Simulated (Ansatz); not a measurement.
Turn this script for Ansatz 0.2.0, Python API into the input file that the command-line program reads.

`run_dfpt.py`:
```python
from pathlib import Path
import warnings

import ansatz as az
import numpy as np

warnings.simplefilter("ignore", az.DeckWarning)

lattice = az.Lattice.of(
    (3.930778, 0.0, 0.0),
    (-1.965389, 3.404153, 0.0),
    (0.0, 0.0, 6.111954),
)
sites = [
    ("La", (2 / 3, 1 / 3, 0.753764)),
    ("La", (1 / 3, 2 / 3, 0.246236)),
    ("O", (2 / 3, 1 / 3, 0.354109)),
    ("O", (1 / 3, 2 / 3, 0.645891)),
    ("O", (0.0, 0.0, 0.0)),
]
la2o3 = az.Crystal(lattice=lattice)
for symbol, position in sites:
    la2o3 = la2o3.atom(symbol, position)

model = (
    la2o3.calculation()
    .occupations("Fixed")
    .functional(az.Functional.PBESOL)
    .basis(34 * az.Ry)
    .kpoints(6, 6, 4)
    .phonons("dfpt", points=[(0, 0, 0), (0.5, 0.5, 0), (0.5, 0.5, 0.5)])
)
done = model.run(threads=1, runs_dir="runs")
ph = done.phonons

for q in ph.qpoints:
    thz = np.asarray(q.omega_inv_cm) / 33.35641
    print("q = ({:.2f}, {:.2f}, {:.2f})".format(*q.q_frac), np.round(thz, 2) + 0.0, "THz")
```

```console
$ python run_dfpt.py
q = (0.00, 0.00, 0.00) [ 0.    0.    0.    2.98  2.98  5.02  5.02  5.32  5.45 10.42 10.42 11.41
 11.43 11.43 12.78] THz
q = (0.50, 0.50, 0.00) [ 2.26  2.82  3.24  3.32  4.49  5.12  6.19  6.19  8.11  8.28  9.15 10.18
 11.47 14.62 14.79] THz
q = (0.50, 0.50, 0.50) [ 1.96  2.03  3.18  3.38  3.44  6.07  6.15  6.79  6.93  9.13  9.16  9.87
 11.48 13.93 15.41] THz
```

`input.yaml`:
```yaml
crystal:
  lattice:
    - [3.930778, 0.0, 0.0]
    - [-1.965389, 3.404153, 0.0]
    - [0.0, 0.0, 6.111954]
  atoms:
    - { symbol: La, position: [0.6666666666666666, 0.3333333333333333, 0.753764] }
    - { symbol: La, position: [0.3333333333333333, 0.6666666666666666, 0.246236] }
    - { symbol: O, position: [0.6666666666666666, 0.3333333333333333, 0.354109] }
    - { symbol: O, position: [0.3333333333333333, 0.6666666666666666, 0.645891] }
    - { symbol: O, position: [0.0, 0.0, 0.0] }
basis:
  ecutwfc: 462.593566181796
kpoints:
  mp_grid:
    grid: [6, 6, 4]
hamiltonian:
  xc: pbesol
scf:
  occupations:
    method: fixed
phonons:
  method: dfpt
  qpoints:
    - [0.0, 0.0, 0.0]
    - [0.5, 0.5, 0.0]
    - [0.5, 0.5, 0.5]
```

What to keep in mind:
- The cell isn't relaxed first, so the values belong to this volume.
- No non-analytic term is added, so at the zone centre the longitudinal optical modes of a polar crystal aren't split off.
- The structure comes from a database of computed cells and needn't be a stable or known phase.
- The structure is taken as given; imaginary modes can come from an unrelaxed or unstable start.
- It ran for 5.7 min on 1 thread of Arm Neoverse V1, with other jobs on the host, peak memory 0.93 GiB.

(Lines on the test bed's own set-up are left out of the output.)
